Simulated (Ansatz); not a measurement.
## Pd: one input, then a changed one

The geometry is COD entry 9008478, unchecked; take it as a test cell.

First run: DFT, PBEsol, all-electron LAPW, scalar-relativistic (Ansatz 0.2.0).

Command: `ansatz run input.yaml --threads 1 --pin off --max-ram 2048MiB --backend cpu --events-out ev --progress --plain --runs-dir out` The run took 21 s on 1 thread of Arm Neoverse V1, with other jobs on the host, peak memory 0.42 GiB.

```yaml
crystal:
  lattice:
    - [0.0, 1.9449, 1.9449]
    - [1.9449, 0.0, 1.9449]
    - [1.9449, 1.9449, 0.0]
  atoms:
    - { symbol: Pd, position: [0.0, 0.0, 0.0] }
kpoints:
  mp_grid: { grid: [18, 18, 18] }
  band_path:
    path:
      - [0.0, 0.0, 0.0]
      - [0.5, 0.0, 0.5]
      - [0.625, 0.25, 0.625]
      - [0.375, 0.375, 0.75]
      - [0.0, 0.0, 0.0]
      - [0.5, 0.5, 0.5]
      - [0.5, 0.25, 0.75]
      - [0.5, 0.0, 0.5]
    npoints: 5
scf:
  occupations: { method: fermi_dirac, width: 0.05 }
hamiltonian:
  xc: pbesol
  pseudopotentials: { kind: all_electron, lapw: { basis_error: 0.00025 } }
output:
  forces: true
  stress: true
  eigenvalues: true
```

Result: converged; pressure -2.26 GPa; no gap on the k mesh; 6 SCF iterations.

Spin polarisation is left out, and whether a magnetic state lies lower isn't shown here.

The input is then changed:

```diff
@@ -7,5 +7,5 @@
     - { symbol: Pd, position: [0.0, 0.0, 0.0] }
 kpoints:
-  mp_grid: { grid: [18, 18, 18] }
+  mp_grid: { grid: [27, 27, 27] }
   band_path:
     path:
@@ -28,3 +28,5 @@
   stress: true
   eigenvalues: true
+basis:
+  xc_grid: 1
```

Predict the outcome of the changed run.

It converged; energy at zero smearing +3.4 meV/atom from the first run; pressure -2.18 GPa; no gap on the k mesh; 7 SCF iterations.
